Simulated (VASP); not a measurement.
# TePb (Fm-3m) in VASP: notebook

The runs below take TePb through single point, relaxation of cell and atoms, with LDA.

Program: VASP 6.6.1. These are calculated values, not measurements. Logs are shortened: lines on timing, memory, paths and dates and some standing lists are left out, and cuts for length are marked.

**The experiment to reproduce.**

A printed reference work, monograph reports, for a bulk crystal of TePb at 4.2 K: band gap 0.19 eV (direct).

How close the calculation comes is told below.

**1. The cell of the first run**

It takes space group Fm-3m (No. 225, cubic). The conventional cell has a = 6.382 Å, b = 6.382 Å, c = 6.382 Å, α = 90.00°, β = 90.00°, γ = 90.00°. Within 4.2 Å of Te (site symmetry m-3m) lie 6 Pb at 3.19 Å. Pb (site symmetry m-3m) has 6 Te at 3.19 Å within 4.2 Å.

**2. Single point, LDA**

File INCAR:

```
PREC = Accurate
ENCUT = 520
EDIFF = 1E-6
ISMEAR = 0
SIGMA = 0.01
LREAL = F
LASPH = T
NELM = 80
ALGO = Normal
ISIF = 2
LWAVE = F
LCHARG = F
NBANDS = 17
```

File KPOINTS:

```
regular mesh
0
Gamma
  6 6 6
```

File POSCAR:

```
TePb
1.0
    3.1909121651      3.1909121651      0.0000000000
   -3.1909121651      3.1909121651      0.0000000000
    0.0000000000      3.1909121651      3.1909121651
Te Pb
1 1
Direct
    0.5000000000      0.5000000000      0.0000000000
    0.0000000000      0.0000000000      0.0000000000
```

Potentials or basis: VASP PAW LDA potentials, release 64 (Te, Pb_d).

Run with:

```sh
cat potpaw_LDA.64/Te/POTCAR potpaw_LDA.64/Pb_d/POTCAR > POTCAR
mpirun -np 1 vasp_std > vasp.out
```

OUTCAR:

```text
PREC = Accurate
   ENCUT = 520
   EDIFF = 1E-6
   ISMEAR = 0
   LREAL = F
   LASPH = T
   NELM = 80
   ISIF = 2

 ion  position               nearest neighbor table
   1  0.500  0.500  0.000-   2 3.19   2 3.19   2 3.19   2 3.19   2 3.19   2 3.19
   2  0.000  0.000  0.000-   1 3.19   1 3.19   1 3.19   1 3.19   1 3.19   1 3.19

  LATTYP: Found a face centered cubic cell.
 ALAT       =     6.3818243302

  Lattice vectors:

 A1 = (   0.0000000000,   3.1909121651,   3.1909121651)
 A2 = (   3.1909121651,   0.0000000000,   3.1909121651)
 A3 = (   3.1909121651,   3.1909121651,   0.0000000000)

Analysis of symmetry for initial positions (statically):
=====================================================================
 Subroutine PRICEL returns:
 Original cell was already a primitive cell.

 Routine SETGRP: Setting up the symmetry group for a
 face centered cubic supercell.

 Subroutine GETGRP returns: Found 48 space group operations
 (whereof 48 operations were pure point group operations)
 out of a pool of 48 trial point group operations.

The static configuration has the point symmetry O_h .

Analysis of symmetry for dynamics (positions and initial velocities):
=====================================================================
 Subroutine PRICEL returns:
 Original cell was already a primitive cell.

 Routine SETGRP: Setting up the symmetry group for a
 face centered cubic supercell.

 Subroutine GETGRP returns: Found 48 space group operations
 (whereof 48 operations were pure point group operations)
 out of a pool of 48 trial point group operations.

The dynamic configuration has the point symmetry O_h .

 Subroutine INISYM returns: Found 48 space group operations
 (whereof 48 operations are pure point group operations),
 and found     1 'primitive' translations

----------------------------------------------------------------------------------------

                                     Primitive cell

  volume of cell :      64.9792

  direct lattice vectors                    reciprocal lattice vectors
     3.190912165  3.190912165  0.000000000     0.156695006  0.156695006 -0.156695006
    -3.190912165  3.190912165  0.000000000    -0.156695006  0.156695006 -0.156695006
     0.000000000  3.190912165  3.190912165     0.000000000  0.000000000  0.313390011

  length of vectors
     4.512631260  4.512631260  4.512631260     0.271403711  0.271403711  0.313390011

  position of ions in fractional coordinates (direct lattice)
     0.500000000  0.500000000  0.000000000
     0.000000000  0.000000000  0.000000000

  ion indices of the primitive-cell ions
   primitive index   ion index
                 1           1
                 2           2

----------------------------------------------------------------------------------------

 KPOINTS: regular mesh

Automatic generation of k-mesh.
 Grid dimensions read from file:
 generate k-points for:    6    6    6

 Generating k-lattice:

  Cartesian coordinates                     Fractional coordinates (reciprocal lattice)
     0.026115834  0.026115834 -0.026115834     0.166666667  0.000000000  0.000000000
    -0.026115834  0.026115834 -0.026115834     0.000000000  0.166666667  0.000000000
     0.000000000  0.000000000  0.052231669     0.000000000  0.000000000  0.166666667

  Length of vectors
     0.045233952  0.045233952  0.052231669

  Shift w.r.t. Gamma in fractional coordinates (k-lattice)
     0.000000000  0.000000000  0.000000000

 Subroutine IBZKPT returns following result:
 ===========================================

 Found     16 irreducible k-points:

 Following reciprocal coordinates:
            Coordinates               Weight
  0.000000  0.000000  0.000000      1.000000
  0.166667  0.000000  0.000000      8.000000
  0.333333  0.000000  0.000000      8.000000
  0.500000  0.000000  0.000000      4.000000
  0.166667  0.166667  0.000000     12.000000
  0.333333  0.166667  0.000000     24.000000
[... 8 lines left out ...]
  0.500000  0.333333  0.166667     24.000000
  0.500000  0.500000  0.166667     12.000000
   k-points           NKPTS =     16   k-points in BZ     NKDIM =     16   number of bands    NBANDS=     17
   number of dos      NEDOS =    301   number of ions     NIONS =      2
   total plane-waves  NPLWV =  46656
   dimension x,y,z NGX =    36 NGY =   36 NGZ =   36
   dimension x,y,z NGXF=    72 NGYF=   72 NGZF=   72
   ions per type =               1   1
   NGX,Y,Z   is equivalent  to a cutoff of  13.26, 13.26, 13.26 a.u.
   NGXF,Y,Z  is equivalent  to a cutoff of  26.52, 26.52, 26.52 a.u.
 SYSTEM =  unknown system
   PREC   = accura    normal or accurate (medium, high low for compatibility)
   ISTART =      0    job   : 0-new  1-cont  2-samecut
   ICHARG =      2    charge: 1-file 2-atom 10-const
   ISPIN  =      1    spin polarized calculation?
   LNONCOLLINEAR =      F non collinear calculations
   LSORBIT =      F    spin-orbit coupling
   LASPH  =      T    aspherical Exc in radial PAW
   ENCUT  =  520.0 eV  38.22 Ry    6.18 a.u.   8.39  8.39  8.39*2*pi/ulx,y,z
   NELM   =     80;   NELMIN=  2; NELMDL= -5     # of ELM steps
   EDIFF  = 0.1E-05   stopping-criterion for ELM
   LREAL  =      F    real-space projection
   EDIFFG = 0.1E-04   stopping-criterion for IOM
   NSW    =      0    number of steps for IOM
   IBRION =     -1    ionic relax: 0-MD 1-quasi-New 2-CG
   NFREE  =      0    steps in history (QN), initial steepest desc. (CG)
   ISIF   =      2    stress and relaxation
   ISYM   =      2    0-nonsym 1-usesym 2-fastsym
   POTIM  = 0.5000    time-step for ionic-motion
   TEBEG  =    0.0;   TEEND  =   0.0 temperature during run
   PSTRESS=    0.0 pullay stress
   NELECT =      20.0000    total number of electrons
   NUPDOWN=      -1.0000    fix difference up-down
   EMIN   =  10.00;   EMAX   =-10.00  energy-range for DOS
   EFERMI =   0.00;   METHOD = LEGACY
   ISMEAR =     0;   SIGMA  =   0.01  broadening in eV -4-tet -1-fermi 0-gaus
   EFERMI_NEDOS =   21; number of points for ismear=-14 and -15
   IALGO  =     38    algorithm
   IMIX   =      4    mixing-type and parameters
     AMIX     =   0.40;   BMIX     =  1.00
     AMIX_MAG =   1.60;   BMIX_MAG =  1.00
  volume/ion in A,a.u.               =      32.49       219.25
  Fermi-wavevector in a.u.,A,eV,Ry     =   1.105333  2.088777 16.623082  1.221762
  Thomas-Fermi vector in A             =   2.241819
   LORBIT       =      0    0 simple, 1 ext, 2 COOP (PROOUT), +10 PAW based schemes
   GGA     = CA    functional components
   LHFCALC =     F    Hartree Fock is set to
   AEXX    =    0.0000 exact exchange contribution
   IVDW    =     0    specifies the selected vdW correction
   LEPSILON=     F    determine dielectric tensor
   LRPA    =     F    only Hartree local field effects (RPA)
 non-spin polarized calculation
 Gauss-broadening in eV      SIGMA  =   0.01
  energy-cutoff  :      520.00
  volume of cell :       64.98
 maximum number of plane-waves:      1807
 NGX is ok and might be reduce to    36
   NGX = 17   NGY = 17   NGZ = 17

 number of electron      19.9999999 magnetization

 Free energy of the ion-electron system (eV)
  ---------------------------------------------------
  ext. energy  EPLUGINS =         0.00000000
  ---------------------------------------------------
  free energy    TOTEN  =        -8.77567123 eV

  energy without entropy =       -8.77567123  energy(sigma->0) =       -8.77567123

 E-fermi :   6.0167     XC(G=0):  -9.7398

 val. band max:        5.9203734765   @ k =   0.5000   0.0000   0.0000
 cond. band min:       6.4756777279   @ k =   0.5000   0.0000   0.0000
 fundamental gap:      0.5553042514
 Fermi energy:         6.0166650219

 k-point     1 :       0.0000    0.0000    0.0000
  band No.  band energies     occupation
      1     -10.8279      2.00000
      2     -10.8279      2.00000
      3     -10.8110      2.00000
      4     -10.8110      2.00000
      5     -10.8110      2.00000
      6      -6.4608      2.00000
[... 9 lines left out ...]
     16      11.6073      0.00000
     17      13.0454      0.00000

 k-point     2 :       0.1667    0.0000    0.0000
  band No.  band energies     occupation
      1     -10.8318      2.00000
      2     -10.8318      2.00000
      3     -10.8102      2.00000
      4     -10.8065      2.00000
      5     -10.8065      2.00000
      6      -6.2115      2.00000
[... 9 lines left out ...]
     16      12.1265      0.00000
     17      14.8394      0.00000

 k-point     3 :       0.3333    0.0000    0.0000
  band No.  band energies     occupation
      1     -10.8410      2.00000
      2     -10.8410      2.00000
      3     -10.8091      2.00000
      4     -10.7961      2.00000
      5     -10.7961      2.00000
      6      -5.5257      2.00000
[... 9 lines left out ...]
     16      13.5112      0.00000
     17      17.0190      0.00000

 k-point     4 :       0.5000    0.0000    0.0000
  band No.  band energies     occupation
      1     -10.8458      2.00000
      2     -10.8458      2.00000
      3     -10.8087      2.00000
      4     -10.7907      2.00000
      5     -10.7907      2.00000
      6      -4.9242      2.00000
[... 9 lines left out ...]
     16      15.1181      0.00000
     17      15.1737      0.00000
[... 183 lines left out ...]
      1     -10.8694      2.00000
      2     -10.8302      2.00000
      3     -10.8110      2.00000
      4     -10.7930      2.00000
      5     -10.7884      2.00000
      6      -5.0139      2.00000
[... 9 lines left out ...]
     16      14.9294      0.00000
     17      15.4951      0.00000

 k-point    15 :       0.5000    0.3333    0.1667
  band No.  band energies     occupation
      1     -10.8735      2.00000
      2     -10.8338      2.00000
      3     -10.8028      2.00000
      4     -10.7998      2.00000
      5     -10.7840      2.00000
      6      -4.5906      2.00000
[... 9 lines left out ...]
     16      16.1533      0.00000
     17      16.3406      0.00000

 k-point    16 :       0.5000    0.5000    0.1667
  band No.  band energies     occupation
      1     -10.8898      2.00000
      2     -10.8253      2.00000
      3     -10.8128      2.00000
      4     -10.7912      2.00000
      5     -10.7798      2.00000
      6      -4.5129      2.00000
[... 9 lines left out ...]
     16      16.7410      0.00000
     17      17.4756      0.00000

------------------------ aborting loop because EDIFF is reached ----------------------------------------

  FORCE on cell =-STRESS in cart. coord.  units (eV):
  Direction    XX          YY          ZZ          XY          YZ          ZX
  --------------------------------------------------------------------------------------
  -------------------------------------------------------------------------------------
  Total        0.0233102      0.0233102      0.0233102      0.0000000      0.0000000      0.0000000
  in kB        0.5747552      0.5747552      0.5747552      0.0000000      0.0000000      0.0000000
  external PRESSURE =       0.5747552 kB  Pullay stress =       0.0000000 kB

 VOLUME and BASIS-vectors are now :
 -----------------------------------------------------------------------------
  energy-cutoff  :      520.00
  volume of cell :       64.98
      direct lattice vectors                 reciprocal lattice vectors
     3.190912165  3.190912165  0.000000000     0.156695006  0.156695006 -0.156695006
    -3.190912165  3.190912165  0.000000000    -0.156695006  0.156695006 -0.156695006
     0.000000000  3.190912165  3.190912165     0.000000000  0.000000000  0.313390011

 POSITION                                       TOTAL-FORCE (eV/Angst)
 -----------------------------------------------------------------------------------
      0.00000      3.19091      0.00000        -0.000000     -0.000000      0.000000
      0.00000      0.00000      0.00000         0.000000      0.000000      0.000000
 -----------------------------------------------------------------------------------
    total drift:                                0.000000      0.000000     -0.000000

  FREE ENERGIE OF THE ION-ELECTRON SYSTEM (eV)
  ---------------------------------------------------
  free  energy   TOTEN  =        -8.7756712338 eV

  energy  without entropy=       -8.7756712338  energy(sigma->0) =       -8.77567123
```

Wall time 24 s (1 thread of Intel Xeon 8259CL, shared host); peak memory 0.17 GiB.

Results:

```yaml
Free_energy: -8.7757 eV
Pressure: 0.1 GPa
Band_gap_on_the_k_mesh: 0.56 eV
```

Caveat: spin-orbit coupling is left out, which moves the levels of the heavy elements.

**3. Single point, LDA**

File INCAR:

```
SYSTEM = TePb
PREC = Accurate ; ENCUT = 520
EDIFF = 1E-7 ; ISMEAR = -1
SIGMA = 0.1 ; LREAL = .FALSE.
LASPH = .TRUE. ; NELM = 60
ALGO = Normal ; ISIF = 2
LWAVE = .FALSE. ; LCHARG = .TRUE.
LELF = .TRUE. ; LVHAR = .TRUE.
NBANDS = 17
```

File KPOINTS:

```
Automatic mesh
0
G
  10 10 10
  0 0 0
```

POSCAR is that of step 2.

Potentials or basis: VASP PAW LDA potentials, release 64 (Te, Pb_d).

Run with:

```sh
cat potpaw_LDA.64/Te/POTCAR potpaw_LDA.64/Pb_d/POTCAR > POTCAR
mpirun -np 1 vasp_std > vasp.out
```

Run time: 88 s. Hardware: 1 thread of Intel Xeon 8259CL, shared host; peak memory 0.2 GiB.

It converged, with:

```
Free energy            : -8.7752 eV
Pressure               : 0.0 GPa
Band gap on the k mesh : 0.56 eV
```

Levels at points of the mesh, in eV from the valence-band top:
```
           k point  band 8  band 9  band 10  band 11  band 12  band 13
(0.00, 0.00, 0.00)   -1.50   -1.50    -1.50     4.02     4.02     4.02
(0.50, 0.00, 0.00)   -1.00   -1.00     0.00     0.56     1.10     1.10
(0.50, 0.50, 0.00)   -4.83   -3.04    -3.04     3.08     5.52     5.52
```

Caveat: spin-orbit coupling is left out, which moves the levels of the heavy elements. A k mesh can miss the band edges.

**4. Relaxation of cell and atoms, LDA**

This run uses another cell than the first one, of 33.73 Å³/atom.

File INCAR:

```
SYSTEM = TePb
PREC = Accurate ; ENCUT = 600
EDIFF = 1E-6 ; ISMEAR = -1
SIGMA = 0.1 ; LREAL = .False.
LASPH = .True. ; NELM = 100
ALGO = Normal ; ISIF = 3
LWAVE = .False. ; LCHARG = .False.
IBRION = 2 ; NSW = 100
EDIFFG = -0.002
```

File KPOINTS:

```
Automatic mesh
0
Gamma
  10 10 10
  0 0 0
```

File POSCAR:

```
TePb
1.0
    3.2310000000      3.2310000000      0.0000000000
   -3.2310000000      3.2310000000      0.0000000000
    0.0000000000      3.2310000000      3.2310000000
Te Pb
1 1
Direct
    0.5000000000      0.5000000000      0.0000000000
    0.0000000000      0.0000000000      0.0000000000
```

Run with:

```sh
cat potpaw_LDA.64/Te/POTCAR potpaw_LDA.64/Pb_d/POTCAR > POTCAR
mpirun -np 1 vasp_std > vasp.out
```

It took 3.5 min on 1 thread of Intel Xeon 8259CL, shared host; peak memory 0.24 GiB.

Results (log left out):

```yaml
Free_energy: -8.7755 eV
Relaxed_volume: 32.54 Å³/atom
Relaxed_cell: a = 4.515 Å, b = 4.515 Å, c = 4.515 Å, α = 60.00°, β = 60.00°, γ = 90.00°
Space_group_after_relaxing_to_0.1_Å: Fm-3m (No. 225)
Energy_gained_by_relaxing: 6.2 meV/atom
Ionic_steps: 3
Pressure_after_relaxing: 0.0 GPa
Band_gap_on_the_k_mesh: 0.56 eV
```

The path:
| step | energy change (eV) | largest force (eV/Å) | pressure (GPa) | volume (Å³) |
| --- | --- | --- | --- | --- |
| 1 | 0.0000 | 0.0000 | -1.63 | 67.46 |
| 2 | -0.0105 | 0.0000 | 0.71 | 64.17 |
| 3 | -0.0125 | 0.0000 | -0.01 | 65.07 |

Final structure:
```yaml
crystal:
  lattice:
    - [3.19244, 3.19244, 0.00000]
    - [-3.19244, 3.19244, 0.00000]
    - [0.00000, 3.19244, 3.19244]
  atoms:
    - { symbol: Te, position: [0.50000, 0.50000, 0.00000] }
    - { symbol: Pb, position: [0.00000, 0.00000, 0.00000] }
```

Levels at points of the mesh, in eV from the valence-band top:
| k point | band 8 | band 9 | band 10 | band 11 | band 12 | band 13 |
| --- | --- | --- | --- | --- | --- | --- |
| (0.00, 0.00, 0.00) | -1.49 | -1.49 | -1.49 | 4.02 | 4.02 | 4.02 |
| (0.50, 0.00, 0.00) | -0.99 | -0.99 | 0.00 | 0.56 | 1.11 | 1.11 |
| (0.50, 0.50, 0.00) | -4.81 | -3.03 | -3.03 | 3.09 | 5.51 | 5.51 |

Caveat: spin-orbit coupling is left out, which moves the levels of the heavy elements.

**5. Summary**

```tsv
task	cell	k mesh	cutoff (eV)	smearing	gap on the mesh (eV)	pressure (GPa)
single point	a = 4.513 Å, angles 60.0, 60.0, 90.0°, 2 atoms	6 × 6 × 6	520	gaussian 0.01 eV	0.56	0.1
single point	a = 4.513 Å, angles 60.0, 60.0, 90.0°, 2 atoms	10 × 10 × 10	520	fermi-dirac 0.1 eV	0.56	0.0
relaxation of cell and atoms	relaxed from a = 4.569 Å, angles 60.0, 60.0, 90.0°, 2 atoms	10 × 10 × 10	600	fermi-dirac 0.1 eV	0.56	0.0
```

Alike in all rows: level LDA; potentials or basis VASP PAW LDA potentials, release 64 (Te, Pb_d); no spin polarisation.

Caveats: spin-orbit coupling is left out, which moves the levels of the heavy elements.

Total energies depend on the potentials used, so only differences within one code and one set of settings carry meaning.

**6. How close it comes**

Step 2. Measured gap of TePb: 0.19 eV (direct; 4.2 K; a printed reference work, monograph). This calculation gives 0.56 eV (+0.37 eV). Spin-orbit coupling on Pb, Te is left out. The value is that of LDA on a finite k mesh, which can miss the band edges, without temperature or zero-point motion.
